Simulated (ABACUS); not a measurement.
HfO2: single point with PBE

The system is HfO2.

```
Hf O
1.0
     0.00000    2.55750    2.55750
     2.55750    0.00000    2.55750
     2.55750    2.55750    0.00000
Hf O
1 2
Cartesian
  -0.0370 -0.0159 0.0251
  3.8515 3.8457 3.8239
  1.2535 1.2817 1.2562
```

The cell isn't the ideal one: atoms moved at random, drawn with an rms of 0.05 Å.

```
Program                                       : ABACUS 3.10.1
Task                                          : single point
Functional                                    : PBE
Potentials or basis                           : PseudoDojo NC SR 0.4.1 PBE standard
Cutoff                                        : 1143 eV
Density cutoff                                : 4572 eV
Basis                                         : plane waves
k mesh                                        : 9 × 9 × 9
Occupations                                   : fermi-dirac, width 0.05 eV
Spin                                          : no spin polarisation
Radial cutoff of the potentials (pseudo_rcut) : 10 bohr
SCF threshold on the density                  : 1e-08
Max SCF steps                                 : 100
Eigensolver                                   : dav
Mixing                                        : broyden
Mixing share                                  : 0.7
Symmetry key                                  : 1
Bands                                         : 16
```

The pressure is -4.5 GPa and the largest force is 0.413 eV/Å. The band gap on the k mesh is 3.87 eV, indirect (least direct gap 3.98 eV).

Forces on the atoms (eV/Å):
```
Hf   0.124  0.060 -0.146
O   -0.406 -0.067 -0.033
O    0.282  0.006  0.178
```

Stress tensor (GPa, compression positive):
```
-4.43  0.37 -0.04
 0.37 -4.58  0.92
-0.04  0.92 -4.55
```

Levels at points of the mesh, in eV from the valence-band top:
| k point | band 9 | band 10 | band 11 | band 12 | band 13 | band 14 | band 15 |
| --- | --- | --- | --- | --- | --- | --- | --- |
| (0.00, 0.00, 0.00) | -5.08 | -0.60 | -0.57 | -0.56 | 3.94 | 3.96 | 5.68 |

Wall time 97 s on 4 MPI ranks on Intel(R) Xeon(R) Platinum 8488C (Sapphire Rapids), on a shared host, peak memory 0.56 GiB a rank.

Caveat: spin-orbit coupling is left out, which moves the levels of the heavy elements; an odd mesh through Γ misses points on the zone boundary, where band edges often lie.
